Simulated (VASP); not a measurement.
# MoS2 in VASP: settings compared

Aim: see how the results for MoS2 move with the level of theory and the settings. Levels: PBE0, HSE06. Tasks: single point.

Everything below comes from runs of VASP 6.6.1. Logs are shortened: lines on timing, memory, paths and dates and some standing lists are left out, and cuts for length are marked.

## (1) The slab as given

The cell holds a slab with vacuum, 3 atoms: a = 3.184 Å, b = 3.184 Å, c = 17.335 Å, α = 90.00°, β = 90.00°, γ = 120.00°.

## (2) Single point, PBE0

Contents of POSCAR:

```
MoS2
1.0
    3.1841260822      0.0000000000      0.0000000000
   -1.5920630411      2.7575340760      0.0000000000
    0.0000000000      0.0000000000     17.3345999500
Mo S
1 2
Direct
    0.0000000000      0.0000000000      0.0000000000
    0.3333333333      0.6666666667      0.9105070200
    0.3333333333      0.6666666667      0.0894929800
```

Contents of INCAR.step1:

```
PREC = Accurate ; ENCUT = 300
EDIFF = 1E-5 ; ISMEAR = 0
SIGMA = 0.01 ; LREAL = F
LASPH = T ; NELM = 100
ALGO = Normal ; ISIF = 2
LWAVE = T ; NKRED = 1
NBANDS = 21 ; GGA = PE
```

Contents of INCAR.step2:

```
PREC = Accurate ; ENCUT = 300
EDIFF = 1E-6 ; ISMEAR = 0
SIGMA = 0.01 ; LREAL = F
LASPH = T ; NELM = 100
ALGO = Normal ; ISIF = 2
LWAVE = F ; LCHARG = F
GGA = PE ; LHFCALC = T
AEXX = 0.25 ; PRECFOCK = Fast
NKRED = 1 ; NBANDS = 21
ISTART = 1
```

Contents of KPOINTS:

```
regular mesh
0
Gamma
  4 4 1
```

Potentials or basis: VASP PAW PBE potentials, release 64 (Mo_sv, S).

Started as:

```bash
cat potpaw_PBE.64/Mo_sv/POTCAR potpaw_PBE.64/S/POTCAR > POTCAR
cp INCAR.step1 INCAR
mpirun -np 1 vasp_std > vasp.out
cp INCAR.step2 INCAR
mpirun -np 1 vasp_std > vasp.out
```

OUTCAR:

```text
PREC = Accurate
   ENCUT = 300
   EDIFF = 1E-6
   ISMEAR = 0
   LREAL = F
   LASPH = T
   NELM = 100
   ISIF = 2
   GGA = PE
   LHFCALC = T
   AEXX = 0.25
   PRECFOCK = Fast
   NKRED = 1
   ISTART = 1

 Found      4 irreducible k-points:

 Following reciprocal coordinates:
            Coordinates               Weight
  0.000000  0.000000  0.000000      1.000000
  0.250000  0.000000  0.000000      6.000000
  0.500000  0.000000  0.000000      3.000000
  0.250000  0.250000  0.000000      6.000000
   k-points           NKPTS =      4   k-points in BZ     NKDIM =     16   number of bands    NBANDS=     21
   number of dos      NEDOS =    301   number of ions     NIONS =      3
   total plane-waves  NPLWV =  31752
   dimension x,y,z NGX =    18 NGY =   18 NGZ =   98
   dimension x,y,z NGXF=    36 NGYF=   36 NGZF=  196
   ions per type =               1   2
   NGX,Y,Z   is equivalent  to a cutoff of   9.40,  9.40,  9.40 a.u.
   NGXF,Y,Z  is equivalent  to a cutoff of  18.80, 18.80, 18.80 a.u.
 SYSTEM =  unknown system
   PREC   = accura    normal or accurate (medium, high low for compatibility)
   ISTART =      1    job   : 0-new  1-cont  2-samecut
   ICHARG =      0    charge: 1-file 2-atom 10-const
   ISPIN  =      1    spin polarized calculation?
   LNONCOLLINEAR =      F non collinear calculations
   LSORBIT =      F    spin-orbit coupling
   LASPH  =      T    aspherical Exc in radial PAW
   ENCUT  =  300.0 eV  22.05 Ry    4.70 a.u.   4.50  4.50 24.48*2*pi/ulx,y,z
   NELM   =    100;   NELMIN=  2; NELMDL=  0     # of ELM steps
   EDIFF  = 0.1E-05   stopping-criterion for ELM
   LREAL  =      F    real-space projection
   EDIFFG = 0.1E-04   stopping-criterion for IOM
   NSW    =      0    number of steps for IOM
   IBRION =     -1    ionic relax: 0-MD 1-quasi-New 2-CG
   NFREE  =      0    steps in history (QN), initial steepest desc. (CG)
   ISIF   =      2    stress and relaxation
   ISYM   =      3    0-nonsym 1-usesym 2-fastsym
   POTIM  = 0.5000    time-step for ionic-motion
   TEBEG  =    0.0;   TEEND  =   0.0 temperature during run
   PSTRESS=    0.0 pullay stress
   NELECT =      26.0000    total number of electrons
   NUPDOWN=      -1.0000    fix difference up-down
   EMIN   =  10.00;   EMAX   =-10.00  energy-range for DOS
   EFERMI =   0.00;   METHOD = LEGACY
   ISMEAR =     0;   SIGMA  =   0.01  broadening in eV -4-tet -1-fermi 0-gaus
   EFERMI_NEDOS =   21; number of points for ismear=-14 and -15
   IALGO  =     38    algorithm
   IMIX   =      1    mixing-type and parameters
     AMIX     =   0.40;   BMIX     =  1.00
     AMIX_MAG =   1.60;   BMIX_MAG =  1.00
  volume/ion in A,a.u.               =      50.73       342.37
  Fermi-wavevector in a.u.,A,eV,Ry     =   0.908359  1.716550 11.226391  0.825116
  Thomas-Fermi vector in A             =   2.032276
   LORBIT       =      0    0 simple, 1 ext, 2 COOP (PROOUT), +10 PAW based schemes
   GGA     = PE    functional components
   LHFCALC =     T    Hartree Fock is set to
   PRECFOCK=fast      Normal, Fast or Accurate (Low or Medium for compatibility)
   ENCUT4O =  -1.0   cutoff for four orbital integrals eV
   NKREDX  =     1    reduce k-point grid by
   NKREDY  =     1    reduce k-point grid by
   NKREDZ  =     1    reduce k-point grid by
   AEXX    =    0.2500 exact exchange contribution
   HFSCREEN=    0.0000 screening length (either q_TF or 0.3 A-1)
   HFSCREENC=   0.0000 screening length for correlation (either q_TF or 0.3 A-1)
   ENCUTFOCK=  -1.0 apply spherical cutoff to Coloumb kernel
   IVDW    =     0    specifies the selected vdW correction
   LEPSILON=     F    determine dielectric tensor
   LRPA    =     F    only Hartree local field effects (RPA)
 non-spin polarized calculation
 Gauss-broadening in eV      SIGMA  =   0.01
  energy-cutoff  :      300.00
  volume of cell :      152.20
 maximum number of plane-waves:      1819
 NGX is ok and might be reduce to    18
  NGX = 10; NGY = 10; NGZ = 54

 number of electron      26.0000016 magnetization

 Free energy of the ion-electron system (eV)
  ---------------------------------------------------
  ext. energy  EPLUGINS =         0.00000000
  ---------------------------------------------------
  free energy    TOTEN  =       -28.52641483 eV

  energy without entropy =      -28.52641483  energy(sigma->0) =      -28.52641483

 E-fermi :  -2.1187     XC(G=0):  -3.3897

 val. band max:       -2.2177041367   @ k =   0.0000   0.0000   0.0000
 cond. band min:       1.2801685017   @ k =   0.2500   0.2500   0.0000
 fundamental gap:      3.4978726384
 Fermi energy:        -2.1187271637

 k-point     1 :       0.0000    0.0000    0.0000
  band No.  band energies     occupation
      1     -67.1455      2.00000
      2     -39.8695      2.00000
      3     -39.6400      2.00000
      4     -39.6390      2.00000
      5     -17.9973      2.00000
      6     -16.5082      2.00000
[... 13 lines left out ...]
     20       5.3901      0.00000
     21       5.8713      0.00000

 k-point     2 :       0.2500    0.0000    0.0000
  band No.  band energies     occupation
      1     -67.1229      2.00000
      2     -39.8690      2.00000
      3     -39.8252      2.00000
      4     -39.6920      2.00000
      5     -17.0822      2.00000
      6     -16.1524      2.00000
[... 13 lines left out ...]
     20       6.6938      0.00000
     21       8.1413      0.00000

 k-point     3 :       0.5000    0.0000    0.0000
  band No.  band energies     occupation
      1     -67.0995      2.00000
      2     -40.0917      2.00000
      3     -39.7792      2.00000
      4     -39.7450      2.00000
      5     -15.9288      2.00000
      6     -15.7223      2.00000
[... 13 lines left out ...]
     20       7.7573      0.00000
     21       8.3853      0.00000

 k-point     4 :       0.2500    0.2500    0.0000
  band No.  band energies     occupation
      1     -67.1000      2.00000
      2     -40.0081      2.00000
      3     -39.8302      2.00000
      4     -39.7800      2.00000
      5     -15.9562      2.00000
      6     -15.6968      2.00000
[... 13 lines left out ...]
     20       7.8853      0.00000
     21       8.4451      0.00000

------------------------ aborting loop because EDIFF is reached ----------------------------------------

  FORCE on cell =-STRESS in cart. coord.  units (eV):
  Direction    XX          YY          ZZ          XY          YZ          ZX
  --------------------------------------------------------------------------------------
  -------------------------------------------------------------------------------------
  Total       -1.7856617     -1.7856617     -1.3317774     -0.0000000      0.0000000      0.0000000
  in kB      -18.7968382    -18.7968382    -14.0190070     -0.0000000      0.0000000      0.0000000
  external PRESSURE =     -17.2042278 kB  Pullay stress =       0.0000000 kB

 VOLUME and BASIS-vectors are now :
 -----------------------------------------------------------------------------
  energy-cutoff  :      300.00
  volume of cell :      152.20
      direct lattice vectors                 reciprocal lattice vectors
     3.184126082  0.000000000  0.000000000     0.314057915  0.181321422  0.000000000
    -1.592063041  2.757534076  0.000000000     0.000000000  0.362642844  0.000000000
     0.000000000  0.000000000 17.334599950     0.000000000  0.000000000  0.057688092

 POSITION                                       TOTAL-FORCE (eV/Angst)
 -----------------------------------------------------------------------------------
      0.00000      0.00000      0.00000        -0.000000      0.000000      0.000000
     -0.00000      1.83836     15.78327         0.000000     -0.000000      0.345172
     -0.00000      1.83836      1.55133         0.000000     -0.000000     -0.345172
 -----------------------------------------------------------------------------------
    total drift:                               -0.000060      0.000035      0.000000

  FREE ENERGIE OF THE ION-ELECTRON SYSTEM (eV)
  ---------------------------------------------------
  free  energy   TOTEN  =       -28.5264148283 eV

  energy  without entropy=      -28.5264148283  energy(sigma->0) =      -28.52641483
```

Run time: 53 s. Hardware: 1 thread of Intel Xeon Platinum 8488C (Sapphire Rapids), shared host; peak memory 0.17 GiB.

The run converged, but some of its settings lie outside the range that counts as converged, so its numbers aren't taken as properties of the slab.

Results:

| Item | Value |
| --- | --- |
| Free energy | -28.5264 eV |
| Largest force | 0.345 eV/Å |
| Band gap on the k mesh | 3.50 eV, indirect (least direct gap 4.13 eV) |

Caveat: the k mesh is coarse (spacing up to 0.57 Å⁻¹), so the values aren't converged, least of all with exact exchange; the cutoff is under 1.25 times the usual one of these potentials, so pressure, stress and relaxed cells hold a basis-set (Pulay) error; the PAW data sets were made with another functional, which shifts forces and pressure a little.

## (3) Single point, PBE0

POSCAR is that of step 2.

Changes to INCAR.step1 since step 2:

```diff
@@ -1,2 +1,2 @@
-PREC = Accurate ; ENCUT = 300
+PREC = Accurate ; ENCUT = 350
 EDIFF = 1E-5 ; ISMEAR = 0
```

Contents of INCAR.step2:

```
PREC = Accurate ; ENCUT = 350
EDIFF = 1E-6 ; ISMEAR = 0
SIGMA = 0.01 ; LREAL = F
LASPH = T ; NELM = 100
ALGO = Normal ; ISIF = 2
LWAVE = F ; LCHARG = F
GGA = PE ; LHFCALC = T
AEXX = 0.25 ; PRECFOCK = Medium
NKRED = 1 ; NBANDS = 21
ISTART = 1
```

Contents of KPOINTS:

```
regular mesh
0
Gamma
  5 5 1
```

Potentials or basis: VASP PAW PBE potentials, release 64 (Mo_sv, S).

Started as:

```bash
cat potpaw_PBE.64/Mo_sv/POTCAR potpaw_PBE.64/S/POTCAR > POTCAR
cp INCAR.step1 INCAR
mpirun -np 1 vasp_std > vasp.out
cp INCAR.step2 INCAR
mpirun -np 1 vasp_std > vasp.out
```

It took 11 min on 1 thread of Intel Xeon Platinum 8488C (Sapphire Rapids), shared host; peak memory 0.21 GiB.

The run converged, but some of its settings lie outside the range that counts as converged, so its numbers aren't taken as properties of the slab.

What came out:

| Quantity | Value |
| --- | --- |
| Free energy | -28.4423 eV |
| Largest force | 0.304 eV/Å |
| Band gap on the k mesh | 3.28 eV, indirect (least direct gap 3.59 eV) |

Caveat: the k mesh is coarse (spacing up to 0.46 Å⁻¹), so the values aren't converged, least of all with exact exchange; the PAW data sets were made with another functional, which shifts forces and pressure a little.

## (4) Single point, PBE0

POSCAR is that of step 3.

INCAR.step1 is that of step 3.

Changes to INCAR.step2 since step 3:

```diff
@@ -7,3 +7,3 @@
 GGA = PE ; LHFCALC = T
-AEXX = 0.25 ; PRECFOCK = Medium
+AEXX = 0.25 ; PRECFOCK = Fast
 NKRED = 1 ; NBANDS = 21
```

Contents of KPOINTS:

```
regular mesh
0
Gamma
  6 6 1
```

Started as:

```bash
cat potpaw_PBE.64/Mo_sv/POTCAR potpaw_PBE.64/S/POTCAR > POTCAR
cp INCAR.step1 INCAR
mpirun -np 1 vasp_std > vasp.out
cp INCAR.step2 INCAR
mpirun -np 1 vasp_std > vasp.out
```

Wall time 6.4 min (1 thread of Intel Xeon Platinum 8488C (Sapphire Rapids), shared host); peak memory 0.2 GiB.

These settings aren't checked as converged: the numbers below hold their error.

Results:

```yaml
Free_energy: -28.4210 eV
Largest_force: 0.305 eV/Å
Band_gap_on_the_k_mesh: 2.81 eV, direct
```

Caveat: the PAW data sets were made with another functional, which shifts forces and pressure a little.

## (5) Single point, PBE0

POSCAR is that of step 4.

INCAR.step1 is that of step 4.

INCAR.step2 is that of step 4.

Contents of KPOINTS:

```
regular mesh
0
Gamma
  7 7 2
```

Started as:

```bash
cat potpaw_PBE.64/Mo_sv/POTCAR potpaw_PBE.64/S/POTCAR > POTCAR
cp INCAR.step1 INCAR
mpirun -np 1 vasp_std > vasp.out
cp INCAR.step2 INCAR
mpirun -np 1 vasp_std > vasp.out
```

Run time: 25 min. Hardware: 1 thread of Intel Xeon Platinum 8488C (Sapphire Rapids), shared host; peak memory 0.23 GiB.

The run converged, but some of its settings lie outside the range that counts as converged, so its numbers aren't taken as properties of the slab.

Results:

* Free energy: -28.3997 eV
* Largest force: 0.314 eV/Å
* Band gap on the k mesh: 3.12 eV, indirect (least direct gap 3.38 eV)

Caveat: the PAW data sets were made with another functional, which shifts forces and pressure a little.

## (6) Single point, HSE06, spin-orbit coupling, no magnetisation

POSCAR is that of step 5.

Contents of INCAR.step1:

```
SYSTEM = MoS2
PREC = Accurate
ENCUT = 520
EDIFF = 1E-5
ISMEAR = 0
SIGMA = 0.02
LREAL = .False.
LASPH = .True.
NELM = 80
ALGO = Normal
ISIF = 2
LWAVE = .True.
MAGMOM = 0 0 0 0 0 0 0 0 0
LORBIT = 11
LSORBIT = .True.
GGA_COMPAT = .False.
LMAXMIX = 4
GGA = PE
KPAR = 4
```

Contents of INCAR.step2:

```
SYSTEM = MoS2
PREC = Accurate
ENCUT = 520
EDIFF = 1E-7
ISMEAR = 0
SIGMA = 0.02
LREAL = .False.
LASPH = .True.
NELM = 80
ALGO = Normal
ISIF = 2
LWAVE = .False.
LCHARG = .True.
MAGMOM = 0 0 0 0 0 0 0 0 0
LORBIT = 11
LSORBIT = .True.
GGA_COMPAT = .False.
LMAXMIX = 4
GGA = PE
LHFCALC = .True.
HFSCREEN = 0.2
PRECFOCK = Fast
LVHAR = .True.
ISTART = 1
KPAR = 4
```

Contents of KPOINTS:

```
regular mesh
0
Gamma
  6 6 1
  0 0 0
```

Potentials or basis: VASP PAW PBE potentials, release 64 (Mo_sv, S).

Started as:

```bash
cat potpaw_PBE.64/Mo_sv/POTCAR potpaw_PBE.64/S/POTCAR > POTCAR
cp INCAR.step1 INCAR
mpirun -np 4 vasp_ncl > vasp.out
cp INCAR.step2 INCAR
mpirun -np 4 vasp_ncl > vasp.out
```

It took 27 min on 4 MPI ranks of AMD EPYC 9R45 (Zen 5), shared host; peak memory 0.7 GiB.

The run converged. Its results:

| Item | Value |
| --- | --- |
| Free energy | -26.3369 eV |
| Largest force | 0.323 eV/Å |
| Valence electrons inside the program's atomic spheres | Mo 12.41; S 3.71 |

Forces in eV/Å, atoms in the order of the input:
```
Mo   0.000  0.000  0.000
S    0.000  0.000  0.323
S    0.000  0.000 -0.323
```

Caveat: the k mesh is coarse (spacing up to 0.38 Å⁻¹), so the values aren't converged, least of all with exact exchange; the PAW data sets were made with another functional, which shifts forces and pressure a little.

## (7) For comparison

An earlier run on the cell as given: functional PBEsol; potentials or basis VASP PAW PBE potentials, release 64 (Mo_sv, S); cutoff 520 eV; k mesh 10 × 10 × 2; occupations fermi-dirac, width 0.05 eV; no spin polarisation.

- Largest force: 0.146 eV/Å
- Band gap on the k mesh: 1.74 eV, indirect (least direct gap 1.93 eV)
